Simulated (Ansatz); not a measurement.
BaSnO3 (cubic perovskite)

```
CELL_PARAMETERS angstrom
      4.13132     0.00000     0.00000
      0.00000     4.13132     0.00000
      0.00000     0.00000     4.13132
ATOMIC_POSITIONS crystal
  Ba 0.00000 0.00000 0.00000
  Sn 0.50000 0.50000 0.50000
  O  0.00000 0.50000 0.50000
  O  0.50000 0.50000 0.00000
  O  0.50000 0.00000 0.50000
```

The relaxed cell is deformed in two ways at once: its volume V is scaled, and at that volume it is stretched along z (the c axis of the conventional cell) so that c/a changes. Fractional atomic positions are held.

All values below come from r2SCAN (plane waves to 500 eV, PAW, scalar-relativistic; Ansatz, a first-principles code). k mesh 8×8×8 (Γ-centred), Fermi-Dirac smearing 0.05 eV. E stands for the smeared free energy. BaSnO3 was relaxed with its symmetry unable to fall.

Changes of ΔE (meV/atom) from the point V/V₀ = 1.000, (c/a)/(c/a)₀ = 1.000 when one coordinate moves alone (two changes are said to add if the coupling is within 5 % of the smaller one, nearly so within 20 %):

```
point                               change
----------------------------------  ------
V/V₀ = 1.000, (c/a)/(c/a)₀ = 0.880  109.67
V/V₀ = 1.000, (c/a)/(c/a)₀ = 0.940   23.90
V/V₀ = 0.960, (c/a)/(c/a)₀ = 1.000   12.03
V/V₀ = 0.980, (c/a)/(c/a)₀ = 1.000    2.89
V/V₀ = 1.020, (c/a)/(c/a)₀ = 1.000    2.70
V/V₀ = 1.040, (c/a)/(c/a)₀ = 1.000   10.36
V/V₀ = 1.000, (c/a)/(c/a)₀ = 1.060   19.11
V/V₀ = 1.000, (c/a)/(c/a)₀ = 1.120   69.82
```

Problem. What is the change at V/V₀ = 1.020, (c/a)/(c/a)₀ = 0.940, where both move, and how far is it from the sum?

Solution. The sum of the single changes is 2.70 + (23.90) = 26.60; the calculation gives 25.12, so the coupling contributes -1.48 (over 20 % of the smaller single change, not additive).

Problem. Do the two effects add at V/V₀ = 0.980, (c/a)/(c/a)₀ = 1.120? Give the computed change.

Solution. The sum of the single changes is 2.89 + (69.82) = 72.71; the calculation gives 77.87, so the coupling contributes 5.16 (over 20 % of the smaller single change, not additive).

Problem. What is the change at V/V₀ = 1.040, (c/a)/(c/a)₀ = 0.880, where both move, and how far is it from the sum?

Solution. The sum of the single changes is 10.36 + (109.67) = 120.03; the calculation gives 107.56, so the coupling contributes -12.47 (over 20 % of the smaller single change, not additive).

(A scan under strain: stresses follow from slopes of the energy per volume, elastic moduli from its curvatures.)
